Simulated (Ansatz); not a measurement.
# TiAl: a sublattice displacement scan

Aim: for TiAl, measure how stiffly every Al atom is held.

Computed with Ansatz 0.2.0 (DFT PBEsol, scalar-relativistic, plane waves, PAW, unless a step's input says otherwise).

**1. The structure to begin with**

Symmetry: P-6m2, No. 187, hexagonal system. The conventional cell has a = 2.867 Å, b = 2.867 Å, c = 4.678 Å, α = 90.00°, β = 90.00°, γ = 120.00°. Around Ti (site symmetry -6m2) lie 6 Al at 2.87 Å and 6 Ti at 2.87 Å. Al (site symmetry -6m2) is surrounded by 6 Ti at 2.87 Å and 6 Al at 2.87 Å.

As a file:

```cif
data_structure
_symmetry_space_group_name_H-M 'P 1'
_symmetry_Int_Tables_number 1
_cell_length_a 2.8673
_cell_length_b 2.8673
_cell_length_c 4.6781
_cell_angle_alpha 90.000
_cell_angle_beta 90.000
_cell_angle_gamma 120.000
_cell_volume 33.31
loop_
_atom_site_label
_atom_site_type_symbol
_atom_site_fract_x
_atom_site_fract_y
_atom_site_fract_z
_atom_site_occupancy
Ti1 Ti 0.00000 0.00000 0.00000 1
Al1 Al 0.33333 0.66667 0.50000 1
```

It goes back to an entry of the Materials Project, which need not be the stable form.

The cell is taken as given, not relaxed at this level.

**2. The reference cell**

Reference values: F = -2998.9551 eV; pressure -2.84 GPa; largest force 0.000 eV/Å; gap on the mesh none (metal). It was computed beforehand with the settings of the runs below.

**3. Setting up a sublattice displacement scan**

Every Al atom is moved by x along the Cartesian unit vector (0.707, -0.707, 0.000); the cell and all other atoms stay fixed. Forces below are components along that vector, summed over the moved atoms.

**4. At x = -0.500 Å**

Input file input.yaml:

```yaml
crystal:
  lattice:
    - [2.8672622327, 0.0, 0.0]
    - [-1.4336311163, 2.4831219328, 0.0]
    - [0.0, 0.0, 4.678083]
  atoms:
    - { symbol: Ti, position: [0.0, 0.0, 0.0] }
    - { symbol: Al, position: [0.2812176797, 0.8090492802, 0.5] }
basis:
  ecutwfc: 420
kpoints:
  mp_grid: { grid: [18, 18, 10] }
hamiltonian:
  xc: pbesol
scf:
  occupations: { method: gaussian, width: 0.15 }
output:
  forces: true
  stress: true
  eigenvalues: true
  write_density: true
  write_potential: true
  elf: true
  volumetric_format: npy
```

The run is started by

```console
ansatz run input.yaml --threads 1 --pin off --max-ram 2560MiB --backend cpu --events-out ev --progress --plain --runs-dir out
```

The log of the run, cut to the lines that bear on the results:

```text
Warning: RAYON_NUM_THREADS=1 ignored (pool sized by the plan → 1); use --threads N
[...]
Pseudopotentials: kind: paw
Pseudopotential: Ti, paw, valence charge 12, recommended cutoff 420 eV (normal), Ti.paw.azcp
Pseudopotential: Al, paw, valence charge 3, recommended cutoff 420 eV (normal), Al.paw.azcp
Functional definition: PBEsol
[...]
Crystal: 2 atoms, lattice volume = 33.307 Å³
Basis set: ecut = 420 eV, 663 PW (Γ), exchange–correlation on 40×40×64 points (8 copies of the dense FFT grid, shifted against one another)
Bands: 12, of which v1, the nominal top of the filled ones, is band 8 counted from 1 (7 counted from 0)
Symmetry: 2 space group operations
Space group: Pm (ITA 6), of the structure as read, at distance tolerance 3.2e-5 Å
k-points: 984 of 3240 (time reversal used)
[...]
SCF iter   1: F=—  HF=-2998.675834 eV  |F-HF|=—  |Δ(HF+E_count)|=         —  Δρ=1.04e-2  dr2=5.91e-2  ethr=1.77e-3  ⟨swp⟩=5.0  Hψ=59354  notcnv=0
[...]
SCF iter   6: F=-2998.664994 eV  HF=-2998.664994 eV  |F-HF|=1.06e-8  |Δ(HF+E_count)|=   3.94e-8  Δρ=9.19e-6  dr2=1.51e-8  ethr=6.67e-10  ⟨swp⟩=8.2  Hψ=71296  notcnv=0
[...]
SCF converged after 6 iterations
Free energy (F): -2998.664994 eV
[...]
E sigma→0 (E₀):  -2998.651763 eV
Entropy (-TS):   -0.026462 eV (-13.231 meV/atom)
Fermi energy:    10.347357 eV
[...]
--- Forces (eV/Å), atoms counted from 1 ---
  atom   1  Ti    -1.11177050     0.56639277     0.00000000
  atom   2  Al     1.11184563    -0.56643259     0.00000000
[...]
--- Stress (GPa, compression-positive) ---
        1.501902      -3.220760       0.000000
       -3.220760      -7.144464       0.000000
        0.000000       0.000000       4.414901
  P = ⅓ Tr σ = -0.4092 GPa (-4.092 kbar)
--- Band table (eV; the first three rows and the last of 984) ---
  k-point 0: bands = ["-45.8592", "-22.2966", "-21.8935", "-21.8635", "1.4421", "8.0795", "8.5494", "11.6422", "11.6781", "13.0890", "13.2059", "14.1260"]
[...]
```

It took 91 s on 1 thread of Intel Xeon at 2.50GHz (Skylake/Cascade Lake), shared host; peak memory 0.75 GiB.

Density in a lattice plane of the grid's cell (edges 2.87 and 4.68 Å, at 0.000 of the third edge), which holds Ti.

Values in e/Å³, 12 rows by 8 columns:
```
 7.55  4.75  1.07  0.27  0.21  0.27  1.06  4.78
 1.31  0.77  0.32  0.22  0.20  0.19  0.28  0.74
 0.25  0.25  0.24  0.23  0.21  0.19  0.17  0.20
 0.21  0.24  0.25  0.24  0.23  0.20  0.18  0.18
 0.22  0.24  0.19  0.14  0.17  0.20  0.20  0.19
 0.23  0.23  0.14  0.09  0.12  0.19  0.20  0.20
 0.22  0.24  0.19  0.14  0.17  0.20  0.20  0.19
 0.21  0.24  0.25  0.24  0.23  0.20  0.18  0.18
 0.25  0.25  0.24  0.23  0.21  0.19  0.17  0.20
 1.31  0.77  0.32  0.22  0.20  0.19  0.28  0.74
 7.55  4.75  1.07  0.27  0.21  0.27  1.06  4.78
10.21  7.86  2.04  0.34  0.22  0.34  2.04  7.83
```
Columns run along the first of these edges and rows up along the second, over one cell in 8 and 12 even steps from the bottom left corner. Atoms in the plane (fractional): Ti at (0.00, 0.00).

ELF in the same plane.

Ten even steps from ' ' (0.00) to '@' (0.73):
```
::==####==::::--::::==####==
%%%%##++::::--==--::::++%%%%
%%##++::::--++**==::..::++##
----::::--++##%%**==::..::--
::::--++##%%@@@@%%**==::..::
++**##%%@@@@@@@@@@##**++====
%%%%@@%%%%%%%%%%%%%%##****##
@@@@@@##++----++**######%%%%
@@@@%%==::....::==##%%%%%%@@
@@@@##--..    ..--**%%%%%%@@
@@@@%%==::....::==##%%%%%%@@
@@@@@@##++----++**######%%%%
%%%%@@%%%%%%%%%%%%%%##****##
++**##%%@@@@@@@@@@##**++====
::::--++##%%@@@@%%**==::..::
----::::--++##%%**==::..::--
%%##++::::--++**==::..::++##
%%%%##++::::--==--::::++%%%%
::==####==::::--::::==####==
  ..**%%++::::--::::++%%**..
```
Columns run along the first of these edges and rows up along the second, over one cell in 14 and 20 even steps from the bottom left corner. Atoms in the plane (fractional): Ti at (0.00, 0.00).

Both are smooth fields of the valence electrons: close to the nuclei they are not physical.

Outside the cores ELF peaks at 0.81 beside Al, off the lines to its neighbours, 1.2 Å from Al; 0.73 on the Al–Al line, 1.0 Å from Al; 0.56 between the atoms, 1.7 Å from Ti.

**5. x = 0.375 Å**

input.yaml: that of step 4 with these lines changed.

```diff
@@ -7,3 +7,3 @@
     - { symbol: Ti, position: [0.0, 0.0, 0.0] }
-    - { symbol: Al, position: [0.2812176797, 0.8090492802, 0.5] }
+    - { symbol: Al, position: [0.3724200736, 0.5598797065, 0.5] }
 basis:
```

The run is started by

```console
ansatz run input.yaml --threads 1 --pin off --max-ram 2560MiB --backend cpu --events-out ev --progress --plain --runs-dir out
```

The log of the run, cut to the lines that bear on the results:

```text
[...]
SCF converged after 6 iterations
Free energy (F): -2998.851683 eV
[...]
E sigma→0 (E₀):  -2998.838141 eV
Entropy (-TS):   -0.027083 eV (-13.541 meV/atom)
Fermi energy:    10.355377 eV
[...]
--- Forces (eV/Å), atoms counted from 1 ---
  atom   1  Ti     0.16095593    -0.48072720     0.00000000
  atom   2  Al    -0.16096499     0.48077310     0.00000000
[...]
--- Stress (GPa, compression-positive) ---
       -5.761114       4.001947       0.000000
        4.001947       1.022119       0.000000
        0.000000       0.000000      -1.028107
  P = ⅓ Tr σ = -1.9224 GPa (-19.224 kbar)
--- Band table (eV; the first three rows and the last of 984) ---
  k-point 0: bands = ["-45.8841", "-22.3208", "-21.9086", "-21.8836", "1.4430", "8.0668", "8.5425", "11.6268", "11.6711", "13.0580", "13.2010", "14.2187"]
[...]
```

Wall time 89 s (1 thread of Intel Xeon at 2.50GHz (Skylake/Cascade Lake), shared host); peak memory 0.75 GiB.

Density in a lattice plane of the grid's cell (edges 2.87 and 4.68 Å, at 0.000 of the third edge), which holds Ti.

Ten even steps from '0' (0.16 e/Å³) to '9' (10.20 e/Å³):
```
98520000000258
55310000000135
21000000000001
00000000000000
00000000000000
00000000000000
00000000000000
00000000000000
00000000000000
00000000000000
00000000000000
00000000000000
00000000000000
00000000000000
00000000000000
00000000000000
21000000000001
55310000000135
98520000000258
99630000000369
```
Columns run along the first of these edges and rows up along the second, over one cell in 14 and 20 even steps from the bottom left corner. Atoms in the plane (fractional): Ti at (0.00, 0.00).

ELF in the same plane.

Ten even steps from ' ' (0.00) to '@' (0.70):
```
::==%%%%==::::--::::==%%%%==
%%%%%%++::..------..::++%%%%
%%##++::..::--==--::..::++##
----......--==++++--....::--
::::::::--==******++--::::::
======++++****####****++++==
########**##################
@@%%%%##############%%%%@@@@
@@@@%%%%######**####%%@@@@@@
@@@@@@%%%%####****##%%@@@@@@
@@@@%%%%######**####%%@@@@@@
@@%%%%##############%%%%@@@@
########**##################
======++++****####****++++==
::::::::--==******++--::::::
----......--==++++--....::--
%%##++::..::--==--::..::++##
%%%%%%++::..------..::++%%%%
::==%%%%==::::--::::==%%%%==
  ..##@@**::::--::::**@@##..
```
Columns run along the first of these edges and rows up along the second, over one cell in 14 and 20 even steps from the bottom left corner. Atoms in the plane (fractional): Ti at (0.00, 0.00).

Both are smooth fields of the valence electrons: close to the nuclei they are not physical.

Maxima of ELF outside the ion cores: 0.82 beside Al, off the lines to its neighbours, 1.2 Å from Al; 0.72 on the Al–Al line, 1.1 Å from Al; 0.56 between the atoms, 1.7 Å from Ti.

**6. Point x = -0.250 Å**

input.yaml: that of step 5 with these lines changed.

```diff
@@ -7,3 +7,3 @@
     - { symbol: Ti, position: [0.0, 0.0, 0.0] }
-    - { symbol: Al, position: [0.3724200736, 0.5598797065, 0.5] }
+    - { symbol: Al, position: [0.3072755065, 0.7378579734, 0.5] }
 basis:
@@ -20,5 +20 @@
   eigenvalues: true
-  write_density: true
-  write_potential: true
-  elf: true
-  volumetric_format: npy
```

The run is started by

```console
ansatz run input.yaml --threads 1 --pin off --max-ram 2560MiB --backend cpu --events-out ev --progress --plain --runs-dir out
```

The log of the run, cut to the lines that bear on the results:

```text
[...]
SCF converged after 6 iterations
Free energy (F): -2998.886436 eV
[...]
E sigma→0 (E₀):  -2998.872657 eV
Entropy (-TS):   -0.027557 eV (-13.779 meV/atom)
Fermi energy:    10.357290 eV
[...]
--- Forces (eV/Å), atoms counted from 1 ---
  atom   1  Ti    -0.47856435     0.33143565     0.00000000
  atom   2  Al     0.47861446    -0.33146424     0.00000000
[...]
--- Stress (GPa, compression-positive) ---
       -0.018468      -2.143857       0.000000
       -2.143857      -4.846743       0.000000
        0.000000       0.000000      -1.868578
  P = ⅓ Tr σ = -2.2446 GPa (-22.446 kbar)
--- Band table (eV; the first three rows and the last of 984) ---
  k-point 0: bands = ["-45.8892", "-22.3245", "-21.9090", "-21.8919", "1.4445", "8.0636", "8.5396", "11.6351", "11.6575", "13.0901", "13.1769", "14.2314"]
[...]
```

Wall time 65 s (1 thread of Intel Xeon at 2.50GHz (Skylake/Cascade Lake), shared host); peak memory 0.77 GiB.

**7. x = 0.125 Å**

input.yaml: that of step 6 with these lines changed.

```diff
@@ -7,3 +7,3 @@
     - { symbol: Ti, position: [0.0, 0.0, 0.0] }
-    - { symbol: Al, position: [0.3072755065, 0.7378579734, 0.5] }
+    - { symbol: Al, position: [0.3463622467, 0.6310710133, 0.5] }
 basis:
```

The run is started by

```console
ansatz run input.yaml --threads 1 --pin off --max-ram 2560MiB --backend cpu --events-out ev --progress --plain --runs-dir out
```

The log of the run, cut to the lines that bear on the results:

```text
Warning: RAYON_NUM_THREADS=1 ignored (pool sized by the plan → 1); use --threads N
[...]
Pseudopotentials: kind: paw
Pseudopotential: Ti, paw, valence charge 12, recommended cutoff 420 eV (normal), Ti.paw.azcp
Pseudopotential: Al, paw, valence charge 3, recommended cutoff 420 eV (normal), Al.paw.azcp
Functional definition: PBEsol
[...]
Crystal: 2 atoms, lattice volume = 33.307 Å³
Basis set: ecut = 420 eV, 663 PW (Γ), exchange–correlation on 40×40×64 points (8 copies of the dense FFT grid, shifted against one another)
Bands: 12, of which v1, the nominal top of the filled ones, is band 8 counted from 1 (7 counted from 0)
Symmetry: 2 space group operations
Space group: Pm (ITA 6), of the structure as read, at distance tolerance 3.2e-5 Å
k-points: 984 of 3240 (time reversal used)
[...]
SCF iter   1: F=—  HF=-2998.948691 eV  |F-HF|=—  |Δ(HF+E_count)|=         —  Δρ=9.11e-3  dr2=3.79e-2  ethr=1.77e-3  ⟨swp⟩=5.0  Hψ=59319  notcnv=0
[...]
SCF iter   6: F=-2998.940974 eV  HF=-2998.940974 eV  |F-HF|=5.63e-9  |Δ(HF+E_count)|=   3.78e-8  Δρ=4.94e-6  dr2=8.47e-9  ethr=6.67e-10  ⟨swp⟩=5.2  Hψ=49100  notcnv=0
[...]
SCF converged after 6 iterations
Free energy (F): -2998.940974 eV
[...]
E sigma→0 (E₀):  -2998.927071 eV
Entropy (-TS):   -0.027806 eV (-13.903 meV/atom)
Fermi energy:    10.360409 eV
[...]
--- Forces (eV/Å), atoms counted from 1 ---
  atom   1  Ti     0.13382982    -0.17131161     0.00000000
  atom   2  Al    -0.13383807     0.17133234     0.00000000
[...]
--- Stress (GPa, compression-positive) ---
       -3.614159       1.306761       0.000000
        1.306761      -1.134717       0.000000
        0.000000       0.000000      -3.398238
  P = ⅓ Tr σ = -2.7157 GPa (-27.157 kbar)
--- Band table (eV; the first three rows and the last of 984) ---
  k-point 0: bands = ["-45.8960", "-22.3309", "-21.9098", "-21.9010", "1.4452", "8.0599", "8.5373", "11.6363", "11.6504", "13.1051", "13.1573", "14.2575"]
[...]
```

Wall time 65 s (1 thread of Intel Xeon at 2.50GHz (Skylake/Cascade Lake), shared host); peak memory 0.77 GiB.

**8. At x = 0.500 Å**

input.yaml: that of step 7 with these lines changed.

```diff
@@ -7,3 +7,3 @@
     - { symbol: Ti, position: [0.0, 0.0, 0.0] }
-    - { symbol: Al, position: [0.3463622467, 0.6310710133, 0.5] }
+    - { symbol: Al, position: [0.385448987, 0.5242840531, 0.5] }
 basis:
```

The run is started by

```console
ansatz run input.yaml --threads 1 --pin off --max-ram 2560MiB --backend cpu --events-out ev --progress --plain --runs-dir out
```

The log of the run, cut to the lines that bear on the results:

```text
Warning: RAYON_NUM_THREADS=1 ignored (pool sized by the plan → 1); use --threads N
[...]
Pseudopotentials: kind: paw
Pseudopotential: Ti, paw, valence charge 12, recommended cutoff 420 eV (normal), Ti.paw.azcp
Pseudopotential: Al, paw, valence charge 3, recommended cutoff 420 eV (normal), Al.paw.azcp
Functional definition: PBEsol
[...]
Crystal: 2 atoms, lattice volume = 33.307 Å³
Basis set: ecut = 420 eV, 663 PW (Γ), exchange–correlation on 40×40×64 points (8 copies of the dense FFT grid, shifted against one another)
Bands: 12, of which v1, the nominal top of the filled ones, is band 8 counted from 1 (7 counted from 0)
Symmetry: 2 space group operations
Space group: Pm (ITA 6), of the structure as read, at distance tolerance 3.2e-5 Å
k-points: 984 of 3240 (time reversal used)
[...]
SCF iter   1: F=—  HF=-2998.804900 eV  |F-HF|=—  |Δ(HF+E_count)|=         —  Δρ=1.09e-2  dr2=6.50e-2  ethr=1.77e-3  ⟨swp⟩=5.0  Hψ=59223  notcnv=0
[...]
SCF iter   6: F=-2998.793067 eV  HF=-2998.793067 eV  |F-HF|=8.37e-9  |Δ(HF+E_count)|=   5.06e-8  Δρ=9.40e-6  dr2=1.61e-8  ethr=6.67e-10  ⟨swp⟩=5.3  Hψ=50699  notcnv=0
[...]
SCF converged after 6 iterations
Free energy (F): -2998.793067 eV
[...]
E sigma→0 (E₀):  -2998.779961 eV
Entropy (-TS):   -0.026211 eV (-13.105 meV/atom)
Fermi energy:    10.352227 eV
[...]
--- Forces (eV/Å), atoms counted from 1 ---
  atom   1  Ti     0.06418948    -0.60538551     0.00000000
  atom   2  Al    -0.06419113     0.60542987     0.00000000
[...]
--- Stress (GPa, compression-positive) ---
       -6.485322       5.199920       0.000000
        5.199920       1.743786       0.000000
        0.000000       0.000000       0.517036
  P = ⅓ Tr σ = -1.4082 GPa (-14.082 kbar)
--- Band table (eV; the first three rows and the last of 984) ---
  k-point 0: bands = ["-45.8759", "-22.3140", "-21.9052", "-21.8736", "1.4414", "8.0716", "8.5461", "11.6240", "11.6820", "13.0416", "13.2148", "14.1941"]
[...]
```

Wall time 67 s (1 thread of Intel Xeon at 2.50GHz (Skylake/Cascade Lake), shared host); peak memory 0.77 GiB.

**9. x = -0.375 Å**

input.yaml: that of step 8 with these lines changed.

```diff
@@ -7,3 +7,3 @@
     - { symbol: Ti, position: [0.0, 0.0, 0.0] }
-    - { symbol: Al, position: [0.385448987, 0.5242840531, 0.5] }
+    - { symbol: Al, position: [0.2942465931, 0.7734536268, 0.5] }
 basis:
```

The run is started by

```console
ansatz run input.yaml --threads 1 --pin off --max-ram 2560MiB --backend cpu --events-out ev --progress --plain --runs-dir out
```

The log of the run, cut to the lines that bear on the results:

```text
[...]
SCF converged after 6 iterations
Free energy (F): -2998.795065 eV
[...]
E sigma→0 (E₀):  -2998.781512 eV
Entropy (-TS):   -0.027108 eV (-13.554 meV/atom)
Fermi energy:    10.352694 eV
[...]
--- Forces (eV/Å), atoms counted from 1 ---
  atom   1  Ti    -0.78872774     0.46802710     0.00000000
  atom   2  Al     0.78879825    -0.46806514     0.00000000
[...]
--- Stress (GPa, compression-positive) ---
        0.894236      -2.844367       0.000000
       -2.844367      -6.023948       0.000000
        0.000000       0.000000       0.711162
  P = ⅓ Tr σ = -1.4728 GPa (-14.728 kbar)
--- Band table (eV; the first three rows and the last of 984) ---
  k-point 0: bands = ["-45.8772", "-22.3134", "-21.9039", "-21.8796", "1.4435", "8.0700", "8.5435", "11.6366", "11.6668", "13.0833", "13.1937", "14.1878"]
[...]
```

Run time: 68 s. Hardware: 1 thread of Intel Xeon at 2.50GHz (Skylake/Cascade Lake), shared host; peak memory 0.77 GiB.

**10. At x = 0.250 Å**

input.yaml: that of step 9 with these lines changed.

```diff
@@ -7,3 +7,3 @@
     - { symbol: Ti, position: [0.0, 0.0, 0.0] }
-    - { symbol: Al, position: [0.2942465931, 0.7734536268, 0.5] }
+    - { symbol: Al, position: [0.3593911601, 0.5954753599, 0.5] }
 basis:
```

The run is started by

```console
ansatz run input.yaml --threads 1 --pin off --max-ram 2560MiB --backend cpu --events-out ev --progress --plain --runs-dir out
```

The log of the run, cut to the lines that bear on the results:

```text
[...]
SCF converged after 6 iterations
Free energy (F): -2998.903772 eV
[...]
E sigma→0 (E₀):  -2998.889973 eV
Entropy (-TS):   -0.027597 eV (-13.799 meV/atom)
Fermi energy:    10.358233 eV
[...]
--- Forces (eV/Å), atoms counted from 1 ---
  atom   1  Ti     0.18695981    -0.33397911     0.00000000
  atom   2  Al    -0.18697316     0.33401691     0.00000000
[...]
--- Stress (GPa, compression-positive) ---
       -4.775194       2.670765       0.000000
        2.670765       0.026815       0.000000
        0.000000       0.000000      -2.404773
  P = ⅓ Tr σ = -2.3844 GPa (-23.844 kbar)
--- Band table (eV; the first three rows and the last of 984) ---
  k-point 0: bands = ["-45.8912", "-22.3268", "-21.9103", "-21.8931", "1.4443", "8.0627", "8.5394", "11.6310", "11.6602", "13.0799", "13.1814", "14.2411"]
[...]
```

Run time: 58 s. Hardware: 1 thread of Intel Xeon at 2.50GHz (Skylake/Cascade Lake), shared host; peak memory 0.77 GiB.

**11. Results of the scan**

All points in order; energies are free energies above the reference cell:

```tsv
x (Å)	ΔE (meV/cell)	force on the moved atoms (eV/Å)	pressure (GPa)
-0.500	290.1	1.187	-0.4
-0.375	160.0	0.889	-1.5
-0.250	68.6	0.573	-2.2
0.000	0.0	0.000	-2.8
0.125	14.1	-0.216	-2.7
0.250	51.3	-0.368	-2.4
0.375	103.4	-0.454	-1.9
0.500	162.0	-0.473	-1.4
```

**12. Summary of results**

| quantity | value |
| --- | --- |
| force constant along x, from the points at -0.250, 0 and 0.125 Å | 1.91 eV/Å² |

The restoring force grows by 1.91 eV/Å per Å near the site. The step of 0.25 Å is wide, so anharmonic terms mix in. No sampled point lies below the undisturbed cell. The well is lopsided: x = -0.500 Å costs 290 meV against 162 meV on the other side, and the dearer side brings atoms closer together.
